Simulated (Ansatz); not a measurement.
# Twisted 1T-MgBr2 bilayer, 87.80° (78 atoms): geometry optimisation

Wanted: the relaxed structure of twisted 1T-MgBr2 bilayer, 87.80° (78 atoms) and its electronic structure.

Program: Ansatz 0.2.0. Level of theory: Kohn-Sham DFT, PBE+D4, PAW (set soft_2), plane waves. Results are calculated unless marked as measured.

## Step 1: The starting structure

The cell holds 78 atoms: 26 Mg and 52 Br. Its edges and angles: a = 13.773 Å, b = 13.773 Å, c = 21.120 Å, α = 90.0°, β = 90.0°, γ = 120.0°. It derives from MgBr2 (1T-MgBr2). 1T-MgBr2 (a = 3.82 Å) under 1T-MgBr2 (a = 3.82 Å), bilayer, commensurate cell of 13 unit cells a layer, twist 87.80 deg; facing planes 3.12 Å apart; 12 Å of vacuum; layers as built, displaced by a Gaussian of 0.01 Å. Regions: layer 1, 39 atoms (13 Mg and 26 Br); layer 2, 39 atoms (13 Mg and 26 Br). Vacuum lies along c.

Before any run, some limits are plain. Sampling is at Γ alone, for a cell whose shortest periodic width is 12 Å.

## Step 2: Single point at the start

The forces at the start show how far the geometry lies from a minimum of this functional.

File input.yaml:

```yaml
crystal:
  lattice:
    - [13.7732, 0.0, 0.0]
    - [-6.8866, 11.92794, 0.0]
    - [0.0, 0.0, 21.12]
  atoms:
    - { symbol: Mg, position: [0.999, 0.99877, 0.35479] }
    - { symbol: Br, position: [0.12816, 0.18045, 0.42566] }
    - { symbol: Br, position: [0.18103, 0.05229, 0.2841] }
    - { symbol: Mg, position: [0.07885, 0.30909, 0.35488] }
    [... 68 atom lines left out ...]
    - { symbol: Mg, position: [0.25992, 0.95573, 0.64496] }
    - { symbol: Br, position: [0.44227, 0.08658, 0.71632] }
    - { symbol: Br, position: [0.38943, 0.90643, 0.57294] }
    - { symbol: Mg, position: [0.33721, 0.72593, 0.64487] }
    - { symbol: Br, position: [0.5176, 0.85505, 0.7154] }
    - { symbol: Br, position: [0.46666, 0.67664, 0.57376] }
kpoints:
  mp_grid: { grid: [1, 1, 1] }
hamiltonian:
  xc: pbe
  dispersion: d4
scf:
  occupations: { method: fixed }
output:
  forces: true
  populations: true
  dos:
    method: { smearing: { sigma: 0.1 } }
    de: 0.1
    projected:
      site_lists:
        Br: [Br]
        Mg: [Mg]
        layer_1: [0, 1, 2, 3, 4, 5, 6, 7, 8, 9, 10, 11, 12, 13, 14, 15, 16, 17, 18, 19, 20, 21, 22, 23, 24, 25, 26, 27, 28, 29, 30, 31, 32, 33, 34, 35, 36, 37, 38]
        layer_2: [39, 40, 41, 42, 43, 44, 45, 46, 47, 48, 49, 50, 51, 52, 53, 54, 55, 56, 57, 58, 59, 60, 61, 62, 63, 64, 65, 66, 67, 68, 69, 70, 71, 72, 73, 74, 75, 76, 77]
  eigenvalues: true
```

Started as:

```sh
$ ansatz run input.yaml --threads 4 --pin off --max-ram 8192MiB --backend cpu --events-out ev --progress --plain --runs-dir out
```

Run time: 44 s. Hardware: 4 threads of Arm Neoverse V2, shared host; peak memory 3.8 GiB; 2.7 min of CPU time.

Numbers from this run:

```yaml
free_energy: -194876.0703 eV
free_energy_per_atom: -2498.4112 eV/atom
scf_cycles: 7
r_m_s_force_component: 0.1161 eV/Å
longest_force: 0.6224 eV/Å
fermi_energy: -1.247 eV
spacing_of_highest_filled_and_lowest_empty_level: 4.571 eV
spilling_of_the_projection: 0.007736
```

The r.m.s. force component of 0.12 eV/Å sets the starting point.

Length of the force by element:

```csv
element,coordination,atoms,mean length of the force (eV/Å),spread,least,most
Br,all,52,0.189,0.136,0.0486,0.622
Mg,all,26,0.104,0.0371,0.0202,0.168
```

## Step 3: Relaxation

The atoms are relaxed in the fixed cell, aiming at the force tolerance of the input.

input.yaml, the sections that differ from step 2:

```yaml
output:
  forces: true
relax:
  f_tol: 0.05
  max_steps: 200
# crystal, kpoints, hamiltonian, scf: as in step 2
```

Elapsed: 76 s, on 4 threads; peak memory 3.5 GiB; 4.9 min of CPU time.

Relaxation path:

```csv
step,energy less that of the first step (eV),largest force component (eV/Å)
1,0.0000,0.6152
2,-0.4118,0.4196
3,-0.7661,0.0529
4,-0.7913,0.0201
```

The atoms that moved most (Å):

```csv
atom,dx,dy,dz,length
Br30,0.008,-0.007,-0.282,0.282
Br18,-0.009,0.005,-0.269,0.269
Br36,0.003,0.008,-0.264,0.264
Br50,0.010,-0.018,0.261,0.262
Br21,-0.013,-0.013,-0.260,0.261
Br77,-0.001,0.001,0.261,0.261
Mg55,-0.005,-0.007,0.260,0.260
Br47,0.001,-0.002,0.259,0.259
```

The relaxation changed the energy by -10.1 meV/atom, and atoms moved by 0.24 Å r.m.s., 0.28 Å at most.

## Step 4: Local order after relaxation

Bonds before and after, by the cutoffs listed below:

```csv
pair,bonds before,bonds after,mean before (Å),mean after (Å),spread before (Å),spread after (Å)
Br-Mg,156,156,2.667,2.675,0.015,0.004
```

Normalised to the volume that the atoms fill. Pair distribution functions g(r), in bins of 0.2 Å:

```csv
r (Å),total,Br-Br,Br-Mg,Mg-Mg
2.60,5.45,0.00,12.25,0.00
2.80,0.00,0.00,0.00,0.00
3.00,0.00,0.00,0.00,0.00
3.20,0.00,0.00,0.00,0.00
3.40,0.00,0.00,0.00,0.00
3.60,0.04,0.08,0.00,0.00
3.80,5.50,9.41,0.00,12.00
4.00,0.08,0.17,0.00,0.00
4.20,0.08,0.19,0.00,0.00
4.40,0.06,0.14,0.00,0.00
4.60,1.84,0.13,4.02,0.00
4.80,0.06,0.15,0.00,0.00
5.00,0.09,0.16,0.04,0.00
5.20,0.17,0.11,0.27,0.00
5.40,0.87,1.67,0.29,0.00
5.60,0.18,0.16,0.23,0.00
5.80,0.18,0.15,0.25,0.00
6.00,2.27,0.05,5.05,0.00
6.20,0.20,0.19,0.26,0.00
6.40,0.15,0.07,0.27,0.00
6.60,2.44,4.29,0.15,4.20
6.80,0.30,0.32,0.24,0.49
7.00,0.27,0.31,0.21,0.41
7.20,0.27,0.35,0.18,0.35
7.40,0.24,0.24,0.18,0.45
7.60,1.26,1.79,0.23,3.29
7.80,0.24,0.27,0.16,0.48
```

Bonds by pair of elements; cutoffs follow the first minimum of g(r), held within bounds set by covalent radii, and pairs that aren't listed don't count as bonded:

```csv
pair A-B,cutoff (Å),bonds,mean length (Å),spread (Å),shortest (Å),B about A,A about B
Br-Mg,3.08,156,2.67,0.004,2.66,3,6
```

How many atoms have how many bonded neighbours:

```csv
element,mean,3,6
Br,3,52,0
Mg,6,0,26
```

Bond angles (no mean is given where the spread exceeds 20°):

```csv
angle,count,mean (°),spread (°)
Br-Mg-Br,390,-,-
Mg-Br-Mg,156,91.1,0.2
```

By these cutoffs all Br atoms have 3 and all Mg atoms have 6 bonded neighbours.

## Step 5: Single point at the relaxed geometry

One more single point at the end of the walk gives the fuller output and checks the residual forces.

File input.yaml:

```yaml
crystal:
  lattice:
    - [13.7732, 0.0, 0.0]
    - [-6.8866, 11.92794, 0.0]
    - [0.0, 0.0, 21.12]
  atoms:
    - { symbol: Mg, position: [0.99986, 0.0004, 0.34392] }
    - { symbol: Br, position: [0.12856, 0.17984, 0.41594] }
    - { symbol: Br, position: [0.17952, 0.05153, 0.27215] }
    - { symbol: Mg, position: [0.07729, 0.30783, 0.34395] }
    [... 68 atom lines left out ...]
    - { symbol: Mg, position: [0.26139, 0.95753, 0.65628] }
    - { symbol: Br, position: [0.44079, 0.08579, 0.72781] }
    - { symbol: Br, position: [0.38971, 0.90673, 0.58421] }
    - { symbol: Mg, position: [0.33768, 0.72682, 0.65601] }
    - { symbol: Br, position: [0.5176, 0.85513, 0.72775] }
    - { symbol: Br, position: [0.46557, 0.67473, 0.58536] }
kpoints:
  mp_grid: { grid: [1, 1, 1] }
hamiltonian:
  xc: pbe
  dispersion: d4
scf:
  occupations: { method: fixed }
output:
  forces: true
  populations: true
  dos:
    method: { smearing: { sigma: 0.1 } }
    de: 0.1
    projected:
      site_lists:
        Br: [Br]
        Mg: [Mg]
        layer_1: [0, 1, 2, 3, 4, 5, 6, 7, 8, 9, 10, 11, 12, 13, 14, 15, 16, 17, 18, 19, 20, 21, 22, 23, 24, 25, 26, 27, 28, 29, 30, 31, 32, 33, 34, 35, 36, 37, 38]
        layer_2: [39, 40, 41, 42, 43, 44, 45, 46, 47, 48, 49, 50, 51, 52, 53, 54, 55, 56, 57, 58, 59, 60, 61, 62, 63, 64, 65, 66, 67, 68, 69, 70, 71, 72, 73, 74, 75, 76, 77]
  eigenvalues: true
  write_density: true
  write_potential: true
  volumetric_format: npy
  elf: true
```

Run time: 43 s. Hardware: 4 threads; peak memory 3.8 GiB; 2.8 min of CPU time.

The program notes that the exchange-correlation potential is rough where the density is thin.

The run gave:

```
free energy                                      : -194876.8616 eV
free energy per atom                             : -2498.4213 eV/atom
SCF cycles                                       : 6
r.m.s. force component                           : 0.00595 eV/Å
longest force                                    : 0.02033 eV/Å
Fermi energy                                     : -1.421 eV
gap (highest filled to lowest empty level) : 4.702 eV
potential in mid-vacuum, over the Fermi level    : 7.335 eV
potential 4.5 Å over the upper face              : 7.335 eV
potential 4.5 Å under the lower face             : 7.335 eV
spilling of the projection                       : 0.007737
```

Löwdin charges by element (they lack the spilled electrons, 0.062 e an atom on average):

```csv
element,coordination,atoms,mean charge (e),spread,least,most
Br,all,52,-0.612,4.0e-4,-0.612,-0.611
Mg,all,26,1.41,1.0e-4,1.41,1.41
```

By region:

```csv
region,atoms,mean length of the force (eV/Å)
layer 1,39,0.01
layer 2,39,0.009
```

States in the cell by windows of 1 eV, zero at the Fermi level; the larger projections on atomic orbitals stand beside the total:

```csv
from (eV),to (eV),total,Br p,layer 1,layer 2
-10,-4,0.0,0.0,0.0,0.0
-4,-3,26.5,20.8,13.2,13.2
-3,-2,70.1,62.5,34.4,34.4
-2,-1,76.5,73.9,37.4,37.4
-1,0,136.9,135.3,67.8,67.7
0,1,2.0,2.0,1.0,1.0
1,4,0.0,0.0,0.0,0.0
4,5,2.0,0.3,0.9,0.9
```

With fixed occupations the program's Fermi level is the highest filled level; weight inside the gap is the broadening of levels at its edges.

Between -26 and -10 eV lie 104 more states.

The stored curve holds about 416 of the 624 electrons; the rest, give or take the few that broadening carries across the Fermi level, lie in deeper levels below its range.

The levels nearest the highest filled one (over half full), pooled over k-points and spins:

```csv
level less the highest filled one (eV),occupation
-0.159,2
-0.148,2
-0.0025,2
-0.0024,2
-1.0e-4,2
0,2
4.70,0
5.20,0
5.87,0
5.89,0
5.89,0
5.95,0
```

Planar average of the electrostatic potential energy along the normal, with the Fermi level as zero, after a running mean with a triangular window 4 Å wide at its base:

```csv
height (Å),potential energy (eV)
0.0,7.33
0.6,7.33
1.2,7.33
1.8,7.33
2.3,7.32
2.9,7.25
3.7,6.50
4.3,4.73
4.8,2.17
5.4,-0.70
6.0,-2.66
6.6,-3.32
7.2,-3.67
7.8,-3.45
8.4,-2.94
8.9,-1.39
9.5,1.31
10.1,3.52
10.9,3.84
11.4,1.97
12.0,-0.77
12.6,-2.70
13.2,-3.34
13.8,-3.67
14.4,-3.43
15.0,-2.90
15.5,-1.33
16.1,1.46
16.7,4.14
17.3,6.17
18.0,7.19
18.6,7.31
19.2,7.33
19.8,7.33
20.4,7.33
21.0,7.33
```

Mean Löwdin charges: Br -0.61, Mg +1.41 e (they miss 0.77 % of the electrons, so they add up to more than the cell's charge). The potential stands 7.33 eV above the highest filled level over the upper face and 7.33 eV under the lower one, a reading of the ionisation potential at this level on the run's k-points.

1 further run on a deliberately doubtful input is not shown.

## Step 6: Summary of results

```
energy change in the relaxation                      : -10.14 meV/atom
r.m.s. displacement                                  : 0.238 Å
largest displacement                                 : 0.282 Å
free energy per atom                                 : -2498.4213 eV/atom
r.m.s. force component                               : 0.00595 eV/Å
gap (highest filled to lowest empty level)     : 4.702 eV
potential in mid-vacuum, over the Fermi level        : 7.335 eV
wall time of the 4 DFT runs, those left out included : 3.1 min
```

**Reading.** Relaxation lowers the energy by 10.1 meV/atom and moves atoms by 0.24 Å r.m.s.; the r.m.s. force component goes from 0.12 to 0.0060 eV/Å, and the gap from 4.57 to 4.70 eV. By the final cutoffs no bond was broken or made. First to last step the energy falls by 0.791 eV; the largest move, 0.28 Å, is that of Br30. The Br-Mg bonds go from 2.667 Å (spread 0.015) to 2.675 Å (spread 0.004). With the cutoffs above, all Br atoms have 3 and all Mg atoms have 6 bonded neighbours. The highest filled and lowest empty levels differ by 4.70 eV at Γ alone; the mesh holds the band edges only if they fold onto it, so the gap at this level can be narrower or closed, while semilocal functionals tend to narrow gaps against experiment. The potential stands 7.33 eV above the highest filled level over the upper face and 7.33 eV under the lower one, a reading of the ionisation potential at this level on the run's k-points.

[Logs are printed without paths, hosts, clocks, repeated set-up lines and the standing remarks that a program may print on its own settings, such as how far it seeks lower states.]

[Hosts, paths, dates, database ids (printed as entryN), source tags and the programs' standing remarks are cut or masked in the printed files.]
